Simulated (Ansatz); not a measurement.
Theory: Ansatz 0.2.0, DFT PBE, scalar-relativistic, plane waves, PAW. Settings: cutoff 420 eV, Γ-centred meshes spaced at most about 0.3 Å⁻¹ (2π included), Gaussian smearing. No spin polarisation in the final relaxations.

All energies are static (0 K, no zero-point motion). All come from trial cells, and lower structures may exist.

Question: Order these relaxed structures of NaF by energy, lowest first, with the energy over the lowest of them.
1.

```
Na F
1.0
     5.62135    0.00000    0.00000
     0.00000    3.27948    0.00000
    -2.76627    0.00000    4.91905
Na F
3 3
Cartesian
  0.6253 1.6397 4.2987
  3.1919 0.0000 2.6644
  0.7114 0.0000 0.8222
  4.1084 0.0000 0.6288
  -1.5989 1.6397 4.0885
  1.5271 1.6397 2.2546
```

2.

```
Na F
1.0
     4.92122    2.84127    1.02482
    -4.92122    2.84127    1.02482
     0.00000   -5.68253    1.02482
Na F
3 3
Direct
  0.35017 0.35017 0.03972
  0.35017 0.03972 0.35017
  0.03972 0.35017 0.35017
  0.64953 0.64953 0.96088
  0.64953 0.96088 0.64953
  0.96088 0.64953 0.64953
```

Answer: 1 (0 meV/atom), 2 (17 meV/atom). Forms: 1 Pm; 2 R3m. Counting F atoms around Na (those within 1.25 times the shortest such distance or 1.15 times the sum of covalent radii; a slash parts the counts of unlike sites): cell 1 has Na 4/5; cell 2 has Na 5.

A magnetic state wasn't ruled out in cells without spin, among them Pm. Cells relaxed within their symmetry can be saddle points. The part of the Crystallography Open Database at hand lists NaF in space group No. 225, which no cell shown has. Some candidate types were left out of the draw beforehand, so a known form may be missing.
